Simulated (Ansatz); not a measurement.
Ni:

```
CELL_PARAMETERS angstrom
0.00000 1.73757 1.73757
1.73757 0.00000 1.73757
1.73757 1.73757 0.00000
ATOMIC_POSITIONS crystal
Ni 0.00000 0.00000 0.00000
```

```yaml
Program: Ansatz 0.2.0
Task: relaxation of cell and atoms
Functional: PBEsol
Dispersion: D4
Potentials_or_basis: all-electron LAPW, scalar-relativistic
Basis_error_allowed: 0.001 eV/atom
k_mesh: 13 × 13 × 13
Occupations: fermi-dirac, width 0.05 eV
Spin: collinear spin, ferromagnetic start
Starting_moments: "[1.0] μB"
```

At the start: volume 10.49 Å³/atom.

Task: Where does the relaxation end?

Result: Over 5 steps the energy falls by 5.5 meV/atom and the volume is 10.21 Å³/atom (-2.6 %); space group Fm-3m (No. 225, to 0.05 Å); moment 0.63 μB per cell.

Step by step:
| step | energy change (eV) | largest force (eV/Å) | volume (Å³) |
| --- | --- | --- | --- |
| 1 | 0.0000 | 0.0000 | 10.49 |
| 2 | -0.0040 | 0.0000 | 10.35 |
| 3 | -0.0055 | 0.0000 | 10.21 |
| 4 | -0.0055 | 0.0000 | 10.21 |
| 5 | -0.0055 | 0.0000 | 10.21 |

Final structure:
```
Ni
1.0
     0.00000    1.72209    1.72209
     1.72209    0.00000    1.72209
     1.72209    1.72209    0.00000
Ni
1
Direct
  0.00000 0.00000 0.00000
```
